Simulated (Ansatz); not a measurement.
Cubic perovskite LaAlO3 (cubic high-temperature phase)

All values below come from HSE06 in Ansatz (PAW).

Settings: plane-wave cutoff 460 eV, 6×6×6 k mesh, Fermi–Dirac smearing 0.01 eV, scalar-relativistic PAW data made under PBE.

Cell: measured lattice: a = 3.8100 Å, b = 3.8100 Å, c = 3.8100 Å, α = 90.00°, β = 90.00°, γ = 90.00°.

| Quantity | Result |
|---|---|
| band gap | 4.82 eV (on the SCF k mesh) |
| smallest direct gap on the k points sampled | 5.00 eV |

Note: held by symmetry at 0 K, a high-temperature phase can be a saddle point; cell and atoms aren't relaxed at this level (pressure -5.4 GPa).

Spin–orbit coupling is not included.

Computed values are for the static lattice.

Ansatz is a first-principles code.
